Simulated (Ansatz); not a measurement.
## V: do energies and stresses tell the same story?

Computed with Ansatz, DFT PBE, scalar-relativistic, plane waves, PAW.

Settings: cutoff 420 eV, Γ-centred mesh 18×18×18 on the computed 1-atom cell, Gaussian smearing of 0.10 eV; no spin polarisation.

Relaxed cell: Fm-3m, a = 3.817 Å, b = 3.817 Å, c = 3.817 Å, α = 90.00°, β = 90.00°, γ = 90.00°, 1 atom in the primitive cell. This fcc form isn't the element's structure at ambient conditions.

Energies at zero smearing and pressures from the stress tensor, at volumes with shape and atoms relaxed:
```
V (Å³/atom) E − E(first) (meV/atom) P (GPa)
     12.230                     0.00    28.81
     12.647                   -62.95    19.94
     13.064                  -104.42    12.29
     13.481                  -127.37     5.69
     13.898                  -134.37    -0.01
     14.315                  -127.61    -4.93
     14.732                  -109.00    -9.17
     15.288                   -68.48   -13.94
```

Question: Check P = −dE/dV between neighbouring volumes, and get the bulk modulus from the pressures alone.

Answer: With 1 eV/Å³ = 160.2 GPa:
```json
{"middle V (Å³/atom)": "12.439", "−ΔE/ΔV (GPa)": "24.188", "mean P (GPa)": "24.374"}
{"middle V (Å³/atom)": "12.856", "−ΔE/ΔV (GPa)": "15.936", "mean P (GPa)": "16.116"}
{"middle V (Å³/atom)": "13.273", "−ΔE/ΔV (GPa)": "8.818", "mean P (GPa)": "8.989"}
{"middle V (Å³/atom)": "13.690", "−ΔE/ΔV (GPa)": "2.691", "mean P (GPa)": "2.840"}
{"middle V (Å³/atom)": "14.107", "−ΔE/ΔV (GPa)": "-2.596", "mean P (GPa)": "-2.467"}
{"middle V (Å³/atom)": "14.524", "−ΔE/ΔV (GPa)": "-7.151", "mean P (GPa)": "-7.050"}
{"middle V (Å³/atom)": "15.010", "−ΔE/ΔV (GPa)": "-11.679", "mean P (GPa)": "-11.557"}
```

The two differ by 0.19 GPa at most. The mean of two end pressures misses the average over a step by about ΔV² P″/12, up to 0.11 GPa here; with that taken off 0.09 GPa remains. The stress is the derivative of the free energy, not of the energy at zero smearing, and with free energies 0.00 GPa remains. Around V = 13.898 Å³/atom, the two neighbours give B = −V ΔP/ΔV = 13.898 × 10.61 / 0.834 = 176.9 GPa, against B0 = 176.1 GPa from the Birch–Murnaghan fit of the energies.

A ferromagnetic start lost its moments in a first run, so spin was left out; other magnetic orders weren't tried.